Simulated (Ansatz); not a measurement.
## Kick test of a cell of CdSe

It was reached by relaxing an invented guess, and it needn't be the stable form of this composition.

Theory: DFT PBE, scalar-relativistic, plane waves, PAW (Ansatz). Settings: cutoff 420 eV, Γ-centred mesh 4×6×4 on the computed 8-atom cell, Gaussian smearing of 0.02 eV; no spin polarisation.

The cell below (8 atoms, space group Pnma (No. 62)) is relaxed within its symmetry.

```xyz
8
Lattice="8.1647 0.0000 0.0000 0.0000 4.5070 0.0000 0.0000 0.0000 7.4791" Properties=species:S:1:pos:R:3 pbc="T T T"
Cd    6.8645    3.3803    2.9843
Cd    5.3825    1.1268    6.7238
Cd    2.7822    3.3803    0.7553
Cd    1.3002    1.1268    4.4948
Se    6.7140    1.1268    4.4572
Se    5.5331    3.3803    0.7176
Se    2.6316    1.1268    6.7615
Se    1.4507    3.3803    3.0219
```

For the test it was strained at random (σ = 1.5 % a component), the atoms were moved at random (σ = 0.15 Å), and all was relaxed again on a coarse 4×2×2 mesh (in the run’s order of axes) with 0.10 eV smearing, with no symmetry imposed.

**Question.** Does it come back?

**Answer.** It returns, within 1 meV/atom of the unmoved cell on that mesh and with the same symmetry when read at 0.1 Å (P1 at 0.01 Å, so small strains and shifts remain). No instability shows in this cell; modes of other wave vectors, which need another repeat, aren't tested.
